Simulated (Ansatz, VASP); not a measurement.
# One calculation of Sb, two programs

```
Sb
1.0
     3.41333    0.00000    0.00000
    -1.70667    2.95603    0.00000
     0.00000    0.00000    5.40014
Sb
2
Direct
  0.33333 0.66667 0.25000
  0.66667 0.33333 0.75000
```

Change from the starting cell: volume scaled by 1.04, PAW files.

Alike in both runs: task electric field gradients; functional LDA; k mesh 12 × 12 × 7; occupations fermi-dirac, width 0.03 eV; no spin polarisation.

```csv
,VASP,Ansatz
version,VASP 6.6.1,Ansatz 0.2.0
potentials or method,"VASP PAW LDA potentials, release 64 (Sb)","PAW with Ansatz's default frozen-core files, scalar-relativistic"
plane-wave cutoff (eV),520,420
valence electrons in the cell,10,30
```

```tsv
	VASP	Ansatz	Ansatz less VASP
pressure (GPa)	-3.7	-3.8	-0.07
largest component of the traceless stress (GPa)	0.95	0.94	-0.009
Vzz of the field gradient on the site that differs most (V/Å²)	24.9	26.9	+2.00
```

The two sets of potentials don't hold the same shells in valence. Ansatz warned: «gradients_without_spin_orbit».

Spin-orbit coupling is left out, which matters for the levels of Sb.
